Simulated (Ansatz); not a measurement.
# Molecular dynamics of Mg8H15, charge -1

The input (input.yaml):

```yaml
accuracy: low
crystal:
  lattice:
    - [4.721936, 0.0, 0.0]
    - [0.0, 9.305791, 0.0]
    - [0.0, 0.0, 4.870286]
  atoms:
    - { symbol: Mg, position: [0.2748244, 0.1178064, 0.0286192] }
    - { symbol: Mg, position: [0.2251756, 0.8821936, 0.5286192] }
    - { symbol: Mg, position: [0.7251756, 0.6178064, 0.4713808] }
    - { symbol: Mg, position: [0.7748244, 0.1178064, 0.4713808] }
    - { symbol: Mg, position: [0.7748244, 0.3821936, 0.9713808] }
    - { symbol: Mg, position: [0.2748244, 0.3821936, 0.5286192] }
    - { symbol: Mg, position: [0.2251756, 0.6178064, 0.0286192] }
    - { symbol: Mg, position: [0.7251756, 0.8821936, 0.9713808] }
    - { symbol: H, position: [0.5114216, 0.4747625, 0.2422186] }
    - { symbol: H, position: [0.0114216, 0.0252375, 0.7577814] }
    - { symbol: H, position: [0.9885784, 0.5252375, 0.7422186] }
    - { symbol: H, position: [0.3362611, 0.7038388, 0.377653] }
    - { symbol: H, position: [0.3362611, 0.7961612, 0.877653] }
    - { symbol: H, position: [0.4885784, 0.9747625, 0.2577814] }
    - { symbol: H, position: [0.9885784, 0.9747625, 0.2422186] }
    - { symbol: H, position: [0.8362611, 0.7961612, 0.622347] }
    - { symbol: H, position: [0.8362611, 0.7038388, 0.122347] }
    - { symbol: H, position: [0.5114216, 0.0252375, 0.7422186] }
    - { symbol: H, position: [0.4885784, 0.5252375, 0.7577814] }
    - { symbol: H, position: [0.6637389, 0.2038388, 0.122347] }
    - { symbol: H, position: [0.1637389, 0.2961612, 0.877653] }
    - { symbol: H, position: [0.1637389, 0.2038388, 0.377653] }
    - { symbol: H, position: [0.6637389, 0.2961612, 0.622347] }
total_charge: -1
basis:
  ecutwfc: 420.0
kpoints:
  mp_grid: { grid: [2, 1, 2] }
hamiltonian:
  xc: pbe
scf:
  occupations: { method: fermi_dirac, width: 0.05 }
  lower_state_search: "off"
md:
  timestep: 0.5
  n_steps: 200
  ensemble: nvt_langevin
  temperature: 500.0
  initial_velocities: maxwell_boltzmann
  seed: 389764
  friction: 1.0
```

Run as:

```bash
$ ansatz run input.yaml --threads 1 --pin off --max-ram 3072MiB --backend cpu --events-out ev --progress --plain --runs-dir out
```

It starts from an unrelaxed structure (largest force component 0.40 eV/Å).

Output, in part (step lines):

```
md step     0: t =     0.00 fs  T =   478.3 K  F+E_penalty+E_count = -15624.16868655 eV  E_kin = 1.421860 eV  (8 SCF iters)
md step     1: t =     0.50 fs  T =   501.7 K  F+E_penalty+E_count = -15624.15985361 eV  E_kin = 1.491639 eV  (7 SCF iters)
md step     2: t =     1.00 fs  T =   424.8 K  F+E_penalty+E_count = -15624.14514462 eV  E_kin = 1.262934 eV  (7 SCF iters)
md step     3: t =     1.50 fs  T =   436.7 K  F+E_penalty+E_count = -15624.13138520 eV  E_kin = 1.298216 eV  (6 SCF iters)
md step     4: t =     2.00 fs  T =   399.6 K  F+E_penalty+E_count = -15624.12163926 eV  E_kin = 1.188128 eV  (6 SCF iters)
md step     5: t =     2.50 fs  T =   362.7 K  F+E_penalty+E_count = -15624.11441573 eV  E_kin = 1.078313 eV  (6 SCF iters)
md step     6: t =     3.00 fs  T =   537.1 K  F+E_penalty+E_count = -15624.10277354 eV  E_kin = 1.596742 eV  (5 SCF iters)
md step     7: t =     3.50 fs  T =   634.2 K  F+E_penalty+E_count = -15624.08396748 eV  E_kin = 1.885467 eV  (5 SCF iters)
[... lines left out ...]
md step   200: t =   100.00 fs  T =   511.1 K  F+E_penalty+E_count = -15623.18755272 eV  E_kin = 1.519581 eV  (7 SCF iters)
```

The steps, from the saved trajectory:

```csv
time (fs),T (K),potential energy less start (eV)
0.0,478,0.000
3.0,537,0.066
6.0,524,0.316
9.0,539,0.480
12.0,410,0.481
15.0,410,0.459
18.0,552,0.454
21.0,559,0.517
24.0,389,0.716
27.0,349,0.700
30.0,467,0.719
33.0,373,0.768
36.0,384,0.780
39.0,427,0.745
42.0,406,0.746
45.0,429,0.763
48.0,530,0.944
51.0,480,0.869
54.0,473,0.795
57.0,429,0.781
60.0,667,0.933
63.0,555,0.871
66.0,383,0.813
69.0,573,0.795
72.0,543,0.824
75.0,476,0.930
78.0,513,1.129
81.0,408,1.183
84.0,610,1.026
87.0,390,1.026
90.0,354,1.051
93.0,444,0.918
96.0,534,0.955
99.0,529,0.962
```

The run went to its last step. A run of 0.1 ps of so small a system gives no equilibrium averages. The friction is so strong that the motion is overdamped, so the time scale means little. Limits of this set-up: coarse k mesh, low accuracy level, charged cell in a uniform background, uncorrected.

Mean squared displacements from the first frame to the last, about the centre of mass: Mg 0.01 Å², H 0.06 Å².

Last frame:

```xyz
23
Lattice="4.7219 0.0000 0.0000 0.0000 9.3058 0.0000 0.0000 0.0000 4.8703" Properties=species:S:1:pos:R:3
Mg 1.316 1.025 0.162
Mg 1.154 8.355 2.609
Mg 3.441 5.756 2.266
Mg 3.716 1.040 2.255
Mg 3.698 3.553 4.612
Mg 1.307 3.592 2.613
Mg 1.082 5.741 0.170
Mg 3.486 8.201 4.665
H 2.630 4.332 1.175
H -0.018 0.188 3.728
H 4.747 4.940 3.222
H 1.574 6.602 2.084
H 1.507 7.551 4.479
H 2.498 9.081 1.445
H 4.953 8.770 1.022
H 3.936 7.512 2.877
H 4.007 6.653 0.560
H 2.348 0.172 3.628
H 2.555 5.088 3.770
H 3.037 1.816 0.742
H 0.787 2.834 4.312
H 0.743 1.991 1.895
H 3.116 2.861 2.838
```

Time of the run: 6.8 min on 1 thread of Arm Neoverse V1, with other jobs on the host, peak memory 0.44 GiB.
